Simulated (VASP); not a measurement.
# Se (R-3m) in VASP: further runs, part 2 of 2

VASP 6.6.1. The steps go on from the part before.

## Step 4: Relaxation of cell and atoms, r2SCAN+rVV10, target pressure 125 GPa, at which the enthalpy is minimised

This run uses another cell than the first one, of 12.19 Å³/atom, 1.077 times its volume.

INCAR reads:

```
SYSTEM = Se
ALGO = Normal
BPARAM = 11.95
CPARAM = 0.0093
EDIFF = 1E-7
EDIFFG = -0.002
ENCUT = 520
IBRION = 2
ISIF = 3
ISMEAR = 0
IVDW_NL = 2
LASPH = .True.
LCHARG = .False.
LMIXTAU = .True.
LREAL = .False.
LUSE_VDW = .True.
LWAVE = .False.
METAGGA = R2SCAN
NELM = 60
NSW = 80
PREC = Accurate
PSTRESS = 1250.0
SIGMA = 0.1
```

KPOINTS reads:

```
k-points
0
Gamma
  21 21 21
  0 0 0
```

POSCAR reads:

```
Se                                      
1.0
    1.9143951369      1.1052765945      0.9600832633
   -1.9143951369      1.1052765945      0.9600832633
    0.0000000000     -2.2105531890      0.9600832633
  Se            
     1
Direct
     0.0000000000000000    0.0000000000000000    0.0000000000000000
```

Potentials or basis: VASP PAW PBE potentials, release 64 (Se).

Command:

```
$ cat potpaw_PBE.64/Se/POTCAR > POTCAR
$ mpirun -np 1 vasp_std > vasp.out
```

OUTCAR:

```text
SYSTEM = Se
   BPARAM = 11.95
   EDIFF = 1E-7
   EDIFFG = -0.002
   ENCUT = 520
   IBRION = 2
   ISIF = 3
   ISMEAR = 0
   IVDW_NL = 2
   LASPH = .True.
   LREAL = .False.
   METAGGA = R2SCAN
   NELM = 60
   NSW = 80
   PREC = Accurate
   PSTRESS = 1250.0

 ion  position               nearest neighbor table
   1  0.000  0.000  0.000-

  LATTYP: Found a trigonal (rhomboedric) cell.
 ALAT       =     2.4100425231
 COS(alpha) =    -0.2619546541

  Lattice vectors:

 A1 = (   1.9143951369,   1.1052765945,   0.9600832633)
 A2 = (  -1.9143951369,   1.1052765945,   0.9600832633)
 A3 = (   0.0000000000,  -2.2105531890,   0.9600832633)

Analysis of symmetry for initial positions (statically):
=====================================================================
 Subroutine PRICEL returns:
 Original cell was already a primitive cell.

 Routine SETGRP: Setting up the symmetry group for a
 trigonal (rhombohedral) supercell.

 Subroutine GETGRP returns: Found 12 space group operations
 (whereof 12 operations were pure point group operations)
 out of a pool of 12 trial point group operations.

The static configuration has the point symmetry D_3d.

Analysis of symmetry for dynamics (positions and initial velocities):
=====================================================================
 Subroutine PRICEL returns:
 Original cell was already a primitive cell.

 Routine SETGRP: Setting up the symmetry group for a
 trigonal (rhombohedral) supercell.

 Subroutine GETGRP returns: Found 12 space group operations
 (whereof 12 operations were pure point group operations)
 out of a pool of 12 trial point group operations.

The dynamic configuration has the point symmetry D_3d.

 Subroutine INISYM returns: Found 12 space group operations
 (whereof 12 operations are pure point group operations),
[... 110 lines left out ...]
   EFERMI_NEDOS =   21; number of points for ismear=-14 and -15
   IALGO  =     38    algorithm
   IMIX   =      4    mixing-type and parameters
     AMIX     =   0.40;   BMIX     =  1.00
     AMIX_MAG =   1.60;   BMIX_MAG =  1.00
  volume/ion in A,a.u.               =      12.19        82.25
  Fermi-wavevector in a.u.,A,eV,Ry     =   1.292620  2.442698 22.733533  1.670868
  Thomas-Fermi vector in A             =   2.424317
   LORBIT       =      0    0 simple, 1 ext, 2 COOP (PROOUT), +10 PAW based schemes
   METAGGA = R2SCAN    functional components
   LHFCALC =     F    Hartree Fock is set to
   AEXX    =    0.0000 exact exchange contribution
   IVDW_NL    =     2    kernel type
   BPARAM     =11.9500
   IVDW    =     0    specifies the selected vdW correction
   LEPSILON=     F    determine dielectric tensor
   LRPA    =     F    only Hartree local field effects (RPA)
 conjugate gradient relaxation of ions
 non-spin polarized calculation
 Gauss-broadening in eV      SIGMA  =   0.10
  energy-cutoff  :      520.00
  volume of cell :       12.19
 maximum number of plane-waves:       342
 NGX is ok and might be reduce to    18

 number of electron       6.0000000 magnetization

 Free energy of the ion-electron system (eV)
  ---------------------------------------------------
  ext. energy  EPLUGINS =         0.00000000
  ---------------------------------------------------
  free energy    TOTEN  =       -11.68208989 eV

  energy without entropy =      -11.68054335  energy(sigma->0) =      -11.68131662

 E-fermi :  13.3416     XC(G=0): -13.7979

 val. band max:       13.3359651668   @ k =   0.4286   0.1429   0.0952
 cond. band min:      13.3506565972   @ k =  -0.3810   0.4286   0.2381
 fundamental gap:      0.0146914304
 Fermi energy:        13.3415881268

 k-point     1 :       0.0000    0.0000    0.0000
  band No.  band energies     occupation
      1     -10.1729      2.00000
      2      17.3708      0.00000
      3      20.3136      0.00000
      4      20.3136      0.00000
      5      24.5444      0.00000
      6      24.5444      0.00000
      7      28.6219      0.00000
[... 221 lines left out ...]
 k-point    24 :      -0.3810    0.0476   -0.0000
  band No.  band energies     occupation
      1      -5.9837      2.00000
      2       3.7916      2.00000
      3      16.2654      0.00000
      4      18.7852      0.00000
      5      22.6269      0.00000
      6      24.5721      0.00000
      7      33.8853      0.00000

 [... further k-points ...]
[... 5 lines left out ...]
  --------------------------------------------------------------------------------------
  -------------------------------------------------------------------------------------
  Total        9.5096757      9.5096766      9.5100550      0.0000000      0.0000000      0.0000000
  in kB     1250.0102844   1250.0103904   1250.0601376      0.0000000      0.0000000      0.0000000
  external PRESSURE =       0.0269374 kB  Pullay stress =    1250.0000000 kB

 VOLUME and BASIS-vectors are now :
 -----------------------------------------------------------------------------
  energy-cutoff  :      520.00
  volume of cell :       12.19
      direct lattice vectors                 reciprocal lattice vectors
     1.914395137  1.105276595  0.960083263     0.261179101  0.150791818  0.347192109
    -1.914395137  1.105276595  0.960083263    -0.261179101  0.150791818  0.347192109
     0.000000000 -2.210553189  0.960083263     0.000000000 -0.301583635  0.347192109

 POSITION                                       TOTAL-FORCE (eV/Angst)
 -----------------------------------------------------------------------------------
      0.00000      0.00000      0.00000         0.000000      0.000000      0.000000
 -----------------------------------------------------------------------------------
    total drift:                                0.000000     -0.000000     -0.000000

  FREE ENERGIE OF THE ION-ELECTRON SYSTEM (eV)
  ---------------------------------------------------
  free  energy   TOTEN  =       -11.6820898873 eV

  energy  without entropy=      -11.6805433472  energy(sigma->0) =      -11.68131662

  enthalpy is  TOTEN    =        -2.1724923833 eV   P V=        9.5095975040

 reached required accuracy - stopping structural energy minimisation
```

It took 5.7 min on 1 thread of AMD EPYC 7R13 (Zen 3), shared host; peak memory 0.2 GiB.

Results:

- Free energy: -11.6821 eV
- Pressure after relaxing: 125.0 GPa
- Band gap on the k mesh: none (metal or under the smearing width)

Final structure:
```xyz
1
Lattice="1.9144 1.1053 0.9601 -1.9144 1.1053 0.9601 0.0000 -2.2106 0.9601" Properties=species:S:1:pos:R:3 pbc="T T T"
Se    0.0000    0.0000    0.0000
```

Levels at points of the mesh, in eV from the Fermi level:
| k point | band 1 | band 2 | band 3 | band 4 | band 5 | band 6 | band 7 |
| --- | --- | --- | --- | --- | --- | --- | --- |
| (0.00, 0.00, 0.00) | -23.51 | 4.03 | 6.97 | 6.97 | 11.20 | 11.20 | 15.28 |

Caveat: the relaxation stopped at its first step, so nothing moved; the cell is relaxed towards a set pressure, so the enthalpy falls and the energy may rise; the PAW data sets were made with another functional, which shifts forces and pressure a little.
